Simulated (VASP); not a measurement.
## MoS2: single point with PBE

MoS2:

```
Mo S
1.0
     1.58550    0.91539    6.11500
    -1.58550    0.91539    6.11500
     0.00000   -1.83078    6.11500
Mo S
1 2
Direct
  0.00000 0.00000 0.00000
  0.25000 0.25000 0.25000
  0.75000 0.75000 0.75000
```

Measurements of this composition are mostly on another form, of space group No. 194.

```yaml
Program: VASP 6.6.1
Task: single point
Functional: PBE
Potentials_or_basis: VASP PAW PBE potentials, release 64 (Mo_sv, S_h)
Cutoff: 1400 eV
k_mesh: 10 × 10 × 10
Occupations: gaussian, width 0.05 eV
Spin: no spin polarisation
Further_INCAR_settings: ADDGRID = False; ALGO = Normal; EDIFF = 1e-08; NBANDS = 20
```

* Pressure: 8.0 GPa
* Largest force: 1.010 eV/Å
* Band gap on the k mesh: none (metal or under the smearing width)

Forces in eV/Å, atoms in the order of the input:
```
Mo   0.000  0.000  0.000
S    0.000  0.000 -1.010
S    0.000  0.000  1.010
```

Stress tensor (GPa, compression positive):
```
 6.55  0.00  0.00
 0.00  6.55  0.00
 0.00  0.00 10.96
```

Levels at points of the mesh, in eV from the Fermi level:
| k point | band 11 | band 12 | band 13 | band 14 | band 15 | band 16 |
| --- | --- | --- | --- | --- | --- | --- |
| (0.00, 0.00, 0.00) | -1.29 | -1.10 | -1.10 | -0.32 | -0.32 | 3.31 |
| (0.50, 0.00, 0.00) | -2.92 | -2.00 | -1.67 | 0.98 | 1.89 | 3.34 |
| (0.50, 0.50, 0.00) | -2.94 | -2.31 | -1.88 | 0.98 | 1.69 | 3.79 |
| (0.50, 0.50, 0.50) | -1.09 | -1.09 | -0.42 | -0.42 | -0.12 | 3.43 |

Wall time 16 min on 1 thread of Intel(R) Xeon(R) 6975P-C (Granite Rapids), on a shared host, peak memory 1.3 GiB.

Caveat: the cell's inner coordinates are idealised or old, which leaves forces on the atoms.
